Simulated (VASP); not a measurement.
Te:

```xyz
1
Lattice="2.3059 1.3313 1.6910 -2.3059 1.3313 1.6910 0.0000 -2.6626 1.6910" Properties=species:S:1:pos:R:3 pbc="T T T"
Te    0.0000    0.0000    2.5364
```

This isn't the form of Te at room conditions, which is trigonal, of chains.

Base run:

| Item | Value |
| --- | --- |
| Program | VASP 6.6.1 |
| Functional | TPSS |
| Potentials or basis | VASP PAW PBE potentials, release 64 (Te) |
| Cutoff | 520 eV |
| k mesh | 9 × 9 × 9 |
| Occupations | fermi-dirac, width 0.05 eV |
| Spin | no spin polarisation |

Its results: pressure 2.4 GPa.

Problem. The run is repeated on the same cell with these changes: functional from TPSS to MS2. What comes out?

Solution. Pressure -0.6 GPa.

Caveats: the PAW data sets were made with another functional, which shifts forces and pressure a little.
